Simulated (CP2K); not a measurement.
Runs of CP2K 2026.2 on Sb. The structure is trigonal, space group R-3m (No. 166). Conventional cell: a = 4.308 Å, b = 4.308 Å, c = 11.274 Å, α = 90.00°, β = 90.00°, γ = 120.00°. Around Sb (site symmetry 3m) lie 3 Sb at 2.91 Å. 

```csv
level,cell,CUTOFF of the grids,cutoff of the non-local correlation (Ry),gap on the mesh (eV),pressure (GPa),largest force (eV/Å)
PBE,strain_c = -0.02,450 Ry,-,none,5.0,0.33
PBE,strain_c = 0,450 Ry,-,none,3.6,0.22
revPBE,as given,675 Ry,-,none,3.9,0.19
PBE,as given,675 Ry,-,none,3.6,0.22
TASK,as given,675 Ry,-,none,5.3,(d)
LDA,as given,675 Ry,-,none,2.6,0.33
PBE,strain_c = 0.04,450 Ry,-,none,1.1,0.08
PBEsol,as given,675 Ry,-,none,(b),0.32
PBE,strain_c = 0.02,450 Ry,-,none,2.3,(c)
PBE,strain_c = 0.06,450 Ry,-,none,0.0,(a)
optB88-vdW,as given,675 Ry,300,none,5.0,0.18
vdW-DF-cx,as given,675 Ry,300,none,3.4,0.28
```

Alike in all rows: task single point; potentials or basis POTENTIAL_UZH Sb GTH-PBE-q5; TZVP-MOLOPT-PBE-GTH basis; no spin polarisation; k mesh 8 × 8 × 8; smearing fermi-dirac 0.05 eV.

Fill in the values left out.

(a) 0.11; (b) 2.5; (c) 0.13; (d) 0.10.

Caveats: the basis of atomic orbitals isn't converged, which shifts pressures, moduli and gaps; the potentials were made for another functional, which shifts forces and pressure (some runs).

A k mesh can miss the band edges, and the runs leave out spin-orbit coupling on Sb.

A gap of «none» marks a metal or a gap under the smearing width.
